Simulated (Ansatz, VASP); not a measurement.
# One calculation of GaN, two programs

The input INCAR:

```
PREC = Accurate
ENCUT = 520
EDIFF = 1E-7
ISMEAR = -1
SIGMA = 0.05
LREAL = False
LASPH = True
NELM = 100
ALGO = Normal
ISIF = 2
LWAVE = False
LCHARG = False
GGA = PE
NBANDS = 16
```

KPOINTS

```
regular mesh
0
Gamma
  10 10 10
```

POSCAR

```
GaN
1.0
    0.0000000000      2.2535006075      2.2535006075
    2.2535006075      0.0000000000      2.2535006075
    2.2535006075      2.2535006075      0.0000000000
Ga N
1 1
Direct
    0.0000000000      0.0000000000      0.0000000000
    0.2500000000      0.2500000000      0.2500000000
```

input.yaml

```yaml
crystal:
  lattice:
    - [0.0, 2.2535006075, 2.2535006075]
    - [2.2535006075, 0.0, 2.2535006075]
    - [2.2535006075, 2.2535006075, 0.0]
  atoms:
    - { symbol: Ga, position: [0.0, 0.0, 0.0] }
    - { symbol: "N", position: [0.25, 0.25, 0.25] }
hamiltonian:
  xc: pbe
  pseudopotentials: { kind: paw, azcp: { folder: soft_1 } }
kpoints:
  mp_grid: { grid: [10, 10, 10] }
scf:
  occupations: { method: fermi_dirac, width: 0.05 }
output:
  forces: true
  stress: true
  eigenvalues: true
  write_density: true
  write_potential: true
  elf: true
  volumetric_format: npy
```

The cell is a database's computed one.

Alike in both runs: task single point; functional PBE; k mesh 10 × 10 × 10; occupations fermi-dirac, width 0.05 eV; no spin polarisation.

```csv
,VASP,Ansatz
version,VASP 6.6.1,Ansatz 0.2.0
potentials or method,"VASP PAW PBE potentials, release 64 (Ga_d, N)",Ansatz PAW soft_1
plane-wave cutoff (eV),520,420
valence electrons in the cell,18,18
```

|  | VASP | Ansatz | Ansatz less VASP |
| --- | --- | --- | --- |
| gap on the k mesh at the Fermi level (eV) | 1.72 | 1.72 | -0.006 |
| least direct gap on the mesh (eV) | 1.72 | 1.72 | -0.006 |
| pressure (GPa) | 5.1 | 5.1 | -0.01 |

With one functional, cell and mesh, what is left measures potentials, basis and numerics.
